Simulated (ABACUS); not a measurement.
Ni:

```
CELL_PARAMETERS angstrom
0.00000 1.73757 1.73757
1.73757 0.00000 1.73757
1.73757 1.73757 0.00000
ATOMIC_POSITIONS crystal
Ni 0.00000 0.00000 0.00000
```

Base run:

```yaml
Program: ABACUS 3.10.1
Functional: PBE
Potentials_or_basis: PseudoDojo NC SR 0.4.1 PBE standard
Cutoff: 1333 eV
Density_cutoff: 5333 eV
Basis: plane waves
k_mesh: 13 × 13 × 13
Occupations: fermi-dirac, width 0.05 eV
Spin: collinear spin, ferromagnetic start
Starting_moments: "[1.0] μB"
```

Its results: band gap on the k mesh none (metal or under the smearing width); pressure 8.3 GPa; net moment 0.63 μB per cell.

Question: The run is repeated on the same cell with these changes: cutoff from 1333 eV to 1361 eV; density cutoff from 5333 eV to 5442 eV; basis from plane waves to TZDP LCAO (the cutoffs set its grid). What comes out?

Answer: Band gap on the k mesh none (metal or under the smearing width); pressure 9.0 GPa; net moment 0.63 μB per cell; site moments Ni +0.63 μB.

Caveats: the atomic orbitals were generated for these runs and aren't a published set (some runs); the basis of atomic orbitals isn't converged, which shifts pressures, moduli and gaps (some runs).

Not every run made on this cell is shown here.
